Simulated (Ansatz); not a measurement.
CsPbCl3:

```
Pb Cs Cl
1.0
     5.60500    0.00000    0.00000
     0.00000    5.60500    0.00000
     0.00000    0.00000    5.60500
Pb Cs Cl
1 1 3
Direct
  0.50000 0.50000 0.50000
  0.00000 0.00000 0.00000
  0.50000 0.00000 0.50000
  0.00000 0.50000 0.50000
  0.50000 0.50000 0.00000
```

Base run:

| Property | Result |
| --- | --- |
| Program | Ansatz 0.2.0 |
| Functional | HSE06 |
| Potentials or basis | Ansatz PAW |
| Cutoff | 420 eV (not typed: the program's choice for these potentials) |
| k mesh | 4 × 4 × 4 |
| Occupations | fermi-dirac, width 0.05 eV |
| Spin | no spin polarisation |

Its results: band gap on the k mesh 2.60 eV, direct; pressure 1.4 GPa.

Q: The run is repeated on the same cell with these changes: functional from HSE06 to PBE0. What comes out?

A: Band gap on the k mesh 3.25 eV, direct; pressure 1.4 GPa.

Caveats: spin-orbit coupling is left out, which as a rule narrows the gap of such compounds by several tenths of an eV; the PAW data sets come from PBE, with cores solved anew for the run's functional, which leaves a small shift of forces and pressure; the thresholds are loose for stress.
